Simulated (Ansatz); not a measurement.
Input for Ansatz (plane-wave DFT, PAW):

```yaml
crystal:
  lattice:
    - [3.5897086654, 0.0, 0.0]
    - [0.0, 4.5471733621, 0.0]
    - [0.0, 0.0, 33.8871826238]
  atoms:
    - { symbol: Ge, position: [0.75, 0.6357285249, 0.2213226187] }
    - { symbol: S, position: [0.25, 0.9868015271, 0.2300379447] }
    - { symbol: S, position: [0.75, 0.4868015271, 0.2904941082] }
    - { symbol: Ge, position: [0.25, 0.1357285249, 0.2992094341] }
    - { symbol: Ge, position: [0.75, 0.8642714751, 0.3811452678] }
    - { symbol: S, position: [0.25, 0.5131984729, 0.3898605937] }
    - { symbol: S, position: [0.75, 0.0131984729, 0.4503167572] }
    - { symbol: Ge, position: [0.25, 0.3642714751, 0.4590320832] }
    - { symbol: Ge, position: [0.75, 0.6357285249, 0.5409679168] }
    - { symbol: S, position: [0.25, 0.9868015271, 0.5496832428] }
    - { symbol: S, position: [0.75, 0.4868015271, 0.6101394063] }
    - { symbol: Ge, position: [0.25, 0.1357285249, 0.6188547322] }
    - { symbol: Ge, position: [0.75, 0.8642714751, 0.7007905659] }
    - { symbol: S, position: [0.25, 0.5131984729, 0.7095058918] }
    - { symbol: S, position: [0.75, 0.0131984729, 0.7699620553] }
    - { symbol: Ge, position: [0.25, 0.3642714751, 0.7786773813] }
basis:
  ecutwfc: 550
kpoints:
  mp_grid: { grid: [8, 6, 1] }
hamiltonian:
  xc: r2scan
scf:
  occupations: { method: gaussian, width: 0.05 }
output:
  forces: true
  stress: true
  eigenvalues: true
efield:
  axis: 3
  dipole_correction: true
  ramp_width: 0.04
```

Launched with
```bash
ansatz run input.yaml --threads 2 --pin off --max-ram 5120MiB --backend cpu --events-out ev --progress --plain --runs-dir out
```

Theory: DFT r2SCAN, scalar-relativistic, plane waves, PAW (Ansatz 0.2.0).

From the run's log, abridged:

```
Pseudopotentials: kind: paw
Pseudopotential: Ge, paw, valence charge 14, recommended cutoff 500 eV (meta_gga)
Pseudopotential: S, paw, valence charge 6, recommended cutoff 500 eV (meta_gga)
Functional definition: r2SCAN
Crystal: 16 atoms, lattice volume = 553.141 Å³
Basis set: ecut = 550 eV, 16153 PW (Γ), exchange–correlation on 120×144×1080 points (64 copies of the dense FFT grid, shifted against one another)
Bands: 96, of which v1, the nominal top of the filled ones, is band 80 counted from 1 (79 counted from 0)
Symmetry: 2 space group operations
k-points: 20 of 48 (time reversal used)
Initial density: superposition of atomic densities (neutral atoms: chi_scale 0, normalization atom), corrected by the library's trained network
Initial wavefunctions: pseudopotential atomic-orbital guess
Functional: x = r2scan, c = r2scan; τ floored in thin density (d = 2e-4 eV/Å³)
SCF iter   1: F=—  HF=-41673.630379 eV  |F-HF|=—  |Δ(HF+E_count)|=         —  Δρ=5.70e-3  dr2=2.32e-1  dr2_τ=4.95e-2  ethr=1.77e-3  p=0.000 e·Å  D=1.73e-13 V/Å  ΔV_dip= 0.00 eV  dr2_dipole=1.55e-9  V_vac-E_F(+/−)=4.08/4.08 eV  ⟨swp⟩=6.4  Hψ=7445  notcnv=0  defer=2
efield: sawtooth ramp at fractional position 0.9800 (placed from the atoms, in the widest stretch of the axis that holds none; the zero of the levels goes with the place), width 0.0400; the density the first Hamiltonian is built on has a dipole p = 0.000 e·Å; the dipole correction subtracts the counter field D = 1.73e-13 V/Å, which shifts the + side's vacuum level by  0.00 eV against the − side's; the planar-averaged density in the ramp window peaks in size at 5.2e-6 e/Å³
SCF iter   2: F=—  HF=-41673.682788 eV  |F-HF|=—  |Δ(HF+E_count)|=   5.24e-2  Δρ=2.28e-3  dr2=2.94e-2  dr2_τ=1.96e-3  ethr=1.45e-4  p= 0.000 e·Å  D=-4.97e-6 V/Å  ΔV_dip=0.00 eV  dr2_dipole=1.93e-9  V_vac-E_F(+/−)=4.29/4.29 eV  ⟨swp⟩=2.3  Hψ=3962  notcnv=0  defer=191
SCF iter   3: F=—  HF=-41673.682085 eV  |F-HF|=—  |Δ(HF+E_count)|=   7.03e-4  Δρ=1.29e-3  dr2=7.61e-3  dr2_τ=1.01e-4  ethr=1.84e-5  p=0.000 e·Å  D=6.25e-7 V/Å  ΔV_dip= 0.00 eV  dr2_dipole=1.66e-10  V_vac-E_F(+/−)=4.23/4.23 eV  ⟨swp⟩=3.0  Hψ=3362  notcnv=0  defer=191
SCF iter   4: F=—  HF=-41673.683777 eV  |F-HF|=—  |Δ(HF+E_count)|=   1.69e-3  Δρ=3.15e-4  dr2=3.06e-3  dr2_τ=4.35e-5  ethr=4.76e-6  p= 0.000 e·Å  D=-3.34e-6 V/Å  ΔV_dip=0.00 eV  dr2_dipole=1.15e-9  V_vac-E_F(+/−)=4.28/4.28 eV  ⟨swp⟩=2.1  Hψ=2447  notcnv=0  defer=191
SCF iter   5: F=—  HF=-41673.683556 eV  |F-HF|=—  |Δ(HF+E_count)|=   2.21e-4  Δρ=1.17e-4  dr2=9.10e-5  dr2_τ=1.74e-6  ethr=1.91e-6  p=0.000 e·Å  D=1.93e-7 V/Å  ΔV_dip= 0.00 eV  dr2_dipole=1.47e-11  V_vac-E_F(+/−)=4.24/4.24 eV  ⟨swp⟩=2.0  Hψ=2105  notcnv=0  defer=191
SCF iter   6: F=—  HF=-41673.683708 eV  |F-HF|=—  |Δ(HF+E_count)|=   1.52e-4  Δρ=3.81e-5  dr2=1.05e-5  dr2_τ=3.83e-7  ethr=5.69e-8  p= 0.000 e·Å  D=-1.24e-7 V/Å  ΔV_dip=0.00 eV  dr2_dipole=4.78e-13  V_vac-E_F(+/−)=4.24/4.24 eV  ⟨swp⟩=3.0  Hψ=3573  notcnv=0  defer=191
SCF iter   7: F=—  HF=-41673.683717 eV  |F-HF|=—  |Δ(HF+E_count)|=   9.24e-6  Δρ=1.11e-5  dr2=1.94e-6  dr2_τ=3.50e-8  ethr=6.59e-9  p= 0.000 e·Å  D=-1.60e-9 V/Å  ΔV_dip=0.00 eV  dr2_dipole=1.51e-12  V_vac-E_F(+/−)=4.24/4.24 eV  ⟨swp⟩=2.0  Hψ=2348  notcnv=0  defer=191
SCF iter   8: F=—  HF=-41673.683718 eV  |F-HF|=—  |Δ(HF+E_count)|=   8.15e-7  Δρ=5.28e-6  dr2=2.76e-7  dr2_τ=7.74e-9  ethr=1.21e-9  p= 0.000 e·Å  D=-1.56e-7 V/Å  ΔV_dip=0.00 eV  dr2_dipole=3.04e-12  V_vac-E_F(+/−)=4.24/4.24 eV  ⟨swp⟩=2.5  Hψ=2931  notcnv=0  defer=191
SCF iter   9: F=-41673.683718 eV  HF=-41673.683718 eV  |F-HF|=2.27e-8  |Δ(HF+E_count)|=   2.10e-7  Δρ=1.53e-6  dr2=1.56e-8  dr2_τ=2.91e-10  ethr=6.25e-11  p=0.000 e·Å  D=1.66e-7 V/Å  ΔV_dip= 0.00 eV  dr2_dipole=5.50e-12  V_vac-E_F(+/−)=4.24/4.24 eV  ⟨swp⟩=11.2  Hψ=8981  notcnv=0
SCF 1 converged in 9 iterations: F = -41673.683718 eV  dr2 = 1.56e-8
SCF converged after 9 iterations
Free energy (F): -41673.683718 eV
Harris-Foulkes:  -41673.683718 eV  (|F-HF|=2.27e-8)
Internal energy: -41673.683718 eV  (E = F + TS)
E sigma→0 (E₀):  -41673.683718 eV
Fermi energy:    3.153658 eV
Dipole field:    D = -0.000002 V/Å  (p = -0.000005 e·Å, saw-weighted, corrected)
Work function:   Φ+ = 4.2414 eV   Φ− = 4.2414 eV
Levels:          The Fermi level and band energies are counted from a zero that moves with the ramp; work functions are not
--- Per-component energies (eV) ---
  E_band       = -2103.783213
  E_kinetic    = 1721.332528
  E_local      = -129286.176656  (includes V_loc(G=0)·N_el)
  E_nonlocal   = 3554.182071
  E_hartree    = 62852.586523
  E_xc         = -1280.105373
  E_vxc        = -1290.390260  (∫ρ·V_xc dr)
  E_paw        = -21110.895015  (= ΣΔE_a)
  E_vpaw       = -2574.626101  (= ΣTr[D̂ρ^β])
  E_aug_tail   = 0.000439  (compensation charges beyond the density's cutoff)
  E_vtau       = 66.739338  (kinetic-family band-sum trace: ∫τ·v_τ [+ j·A + Jᵃ·Aᵃ] dr)
  E_efield     = 0.000000  (sawtooth field / dipole correction)
  E_vefield    = 0.000000  (∫n·V_field dr)
  E_ewald      = 41884.956025
  E_core_change = -9.564260  (= ΣΔE_core)
  E_smearing   =  0.000000  (= −TS)
--- Forces (eV/Å), atoms counted from 1 ---
  atom   1  Ge     0.00000000     0.00961646     0.12544889
  atom   2  S      0.00000000    -0.03006491     0.04550422
  atom   3  S      0.00000000     0.04193746    -0.10707077
  atom   4  Ge     0.00000000    -0.02445364    -0.05447598
  atom   5  Ge     0.00000000     0.00047827    -0.00349719
  atom   6  S      0.00000000     0.00381645    -0.00279021
  atom   7  S      0.00000000    -0.00010845     0.00390247
  atom   8  Ge     0.00000000    -0.00171620    -0.00484631
  atom   9  Ge     0.00000000     0.00171604     0.00484330
  atom  10  S      0.00000000     0.00010935    -0.00390049
  atom  11  S      0.00000000    -0.00381731     0.00279224
  atom  12  Ge     0.00000000    -0.00047813     0.00349443
  atom  13  Ge     0.00000000     0.02445386     0.05447472
  atom  14  S      0.00000000    -0.04193781     0.10707131
  atom  15  S      0.00000000     0.03006510    -0.04550351
  atom  16  Ge     0.00000000    -0.00961644    -0.12544913
--- Stress (GPa, compression-positive) ---
       -0.117765       0.000000       0.000000
        0.000000       0.052054       0.022646
        0.000000       0.022646      -0.258039
  P = ⅓ Tr σ = -0.1079 GPa (-1.079 kbar)
--- Band table (eV; the first three rows and the last of 20) ---
  k-point 0: bands = ["-22.7256", "-22.7242", "-22.7155", "-22.7149", "-22.7110", "-22.7104", "-22.7072", "-22.7071", "-22.6985", "-22.6985", "-22.6877", "-22.6877", "-22.6771", "-22.6771", "-22.6688", "-22.6688", "-22.6688", "-22.6688", "-22.6610", "-22.6610", "-22.6603", "-22.6546", "-22.6532", "-22.6498", "-22.6432", "-22.6432", "-22.6379", "-22.6364", "-22.6318", "-22.6313", "-22.6299", "-22.6299", "-22.6214", "-22.6214", "-22.6112", "-22.6112", "-22.6085", "-22.6085", "-22.5890", "-22.5890", "-12.8279", "-12.7536", "-12.6694", "-12.6214", "-11.1558", "-11.0301", "-10.9059", "-10.8320", "-6.0936", "-5.9746", "-5.8317", "-5.7330", "-3.2598", "-3.0284", "-2.9617", "-2.8376", "-2.7714", "-2 ...
  k-point 1: bands = ["-22.7249", "-22.7236", "-22.7161", "-22.7155", "-22.7111", "-22.7104", "-22.7074", "-22.7073", "-22.6983", "-22.6983", "-22.6878", "-22.6878", "-22.6773", "-22.6773", "-22.6690", "-22.6690", "-22.6681", "-22.6679", "-22.6612", "-22.6611", "-22.6602", "-22.6544", "-22.6533", "-22.6500", "-22.6428", "-22.6427", "-22.6376", "-22.6362", "-22.6321", "-22.6317", "-22.6299", "-22.6299", "-22.6213", "-22.6213", "-22.6112", "-22.6112", "-22.6085", "-22.6085", "-22.5892", "-22.5892", "-12.7071", "-12.6343", "-12.5518", "-12.5050", "-11.2220", "-11.1092", "-11.0002", "-10.9382", "-6.3254", "-6.1617", "-5.9542", "-5.7935", "-4.0731", "-3.8919", "-3.7198", "-3.6423", "-2.5824", "-2 ...
  k-point 2: bands = ["-22.7233", "-22.7220", "-22.7175", "-22.7171", "-22.7112", "-22.7101", "-22.7080", "-22.7079", "-22.6977", "-22.6977", "-22.6880", "-22.6880", "-22.6777", "-22.6777", "-22.6693", "-22.6693", "-22.6663", "-22.6660", "-22.6618", "-22.6617", "-22.6599", "-22.6540", "-22.6536", "-22.6504", "-22.6418", "-22.6418", "-22.6371", "-22.6357", "-22.6328", "-22.6326", "-22.6297", "-22.6297", "-22.6210", "-22.6210", "-22.6113", "-22.6112", "-22.6086", "-22.6086", "-22.5894", "-22.5894", "-12.3704", "-12.3030", "-12.2243", "-12.1794", "-11.4641", "-11.3763", "-11.2973", "-11.2580", "-6.4957", "-6.2952", "-6.0287", "-5.7926", "-5.2514", "-5.0068", "-4.7593", "-4.5872", "-2.1039", "-1 ...
  k-point 19: bands = ["-22.7229", "-22.7229", "-22.7207", "-22.7207", "-22.7045", "-22.7045", "-22.7028", "-22.7028", "-22.6999", "-22.6999", "-22.6846", "-22.6846", "-22.6780", "-22.6779", "-22.6669", "-22.6669", "-22.6635", "-22.6635", "-22.6623", "-22.6623", "-22.6603", "-22.6603", "-22.6585", "-22.6585", "-22.6396", "-22.6396", "-22.6391", "-22.6391", "-22.6297", "-22.6297", "-22.6265", "-22.6264", "-22.6189", "-22.6189", "-22.6166", "-22.6166", "-22.6049", "-22.6049", "-22.5838", "-22.5837", "-10.9087", "-10.9087", "-10.9015", "-10.9015", "-10.8925", "-10.8925", "-10.8248", "-10.8248", "-6.0624", "-6.0624", "-6.0304", "-6.0304", "-5.9976", "-5.9976", "-5.9635", "-5.9635", "-2.4960", "- ...
```

The calculation finished and met its thresholds.

Time: 74 s on 2 threads of Intel(R) Xeon(R) 6975P-C (Granite Rapids), on a shared host, peak memory 2.7 GiB.